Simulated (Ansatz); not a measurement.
Take a crystal in which Ga has been replaced by In on all its sites, with the cell rescaled by a rough guess (in some cases also distorted within its space group) and nothing relaxed:

```
In Sb
1.0
     0.00000    3.34424    3.34424
     3.34424    0.00000    3.34424
     3.34424    3.34424    0.00000
In Sb
1 1
Direct
  0.00000 0.00000 0.00000
  0.75000 0.75000 0.75000
```

The calculation used DFT PBE, scalar-relativistic, plane waves, PAW (Ansatz).

Cutoff 420 eV; k points 12×12×12 on the computed 2-atom cell (Γ-centred); Gaussian smearing, width 0.10 eV; no spin polarisation.

(1) What pressure does the cell carry?

(2) Is it a metal on this mesh?

(3) What is its energy against the elements in their standard states?

Spin-orbit coupling is left out, which matters for the bands of heavy elements.

Results:

(1) The pressure is -0.8 GPa (positive in compression), so the cell would contract.

(2) Yes, a band crosses the Fermi level.

(3) -0.125 eV/atom at this unrelaxed geometry, with the elements in the same functional.

The bands only touch here, so at this level the crystal is a zero-gap semiconductor or semimetal, not an ordinary metal; spin–orbit coupling, left out, can open or move such a gap.